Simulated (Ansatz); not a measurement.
MoS2, MoSe2, MoTe2: one prototype (2H-MoS2 type), with S, Se, Te on the same site. Each was relaxed with r2SCAN+rVV10 in Ansatz, and the gaps are read on those cells (d direct, i indirect). Spin-unpolarised throughout; all numbers are computed.

```json
{"compound": "MoS2", "a (Å)": "3.173", "c (Å)": "12.436", "gap, PBE (eV)": "0.94 i (Γ → K–Γ (0.50))", "gap, r2SCAN (eV)": "1.03 i (Γ → K–Γ (0.47))", "gap, HSE06 (eV)": "1.48 i (Γ → K)", "mean ε∞, PBE": "12.1"}
{"compound": "MoSe2", "a (Å)": "3.305", "c (Å)": "13.088", "gap, PBE (eV)": "0.92 i (Γ → K–Γ (0.50))", "gap, r2SCAN (eV)": "1.00 i (Γ → K–Γ (0.45))", "gap, HSE06 (eV)": "1.39 i (Γ → K–Γ (0.45))", "mean ε∞, PBE": "13.5"}
{"compound": "MoTe2", "a (Å)": "3.542", "c (Å)": "14.177", "gap, PBE (eV)": "0.77 i (Γ → K–Γ (0.40))", "gap, r2SCAN (eV)": "0.88 i (Γ → K–Γ (0.41))", "gap, HSE06 (eV)": "1.19 i (Γ → K–Γ (0.41))", "mean ε∞, PBE": "16.4"}
```

From MoS2 to MoSe2, a changes by +0.132 Å and the HSE06 gap by -0.09 eV. From MoSe2 to MoTe2, a changes by +0.237 Å and the HSE06 gap by -0.20 eV.

Spin-orbit coupling is left out, which matters wherever the heavy atoms make up the band edges.

Where an edge lies off the special points, it is a point of the mesh or the k point where a search put PBE's edge or least direct gap, reused for the other functionals, whose own edges may lie a little apart; PBE's own value is read along its path and can be a few hundredths of an eV high.

The meshes of the hybrids are coarse, so their gaps aren't converged to the digits shown.
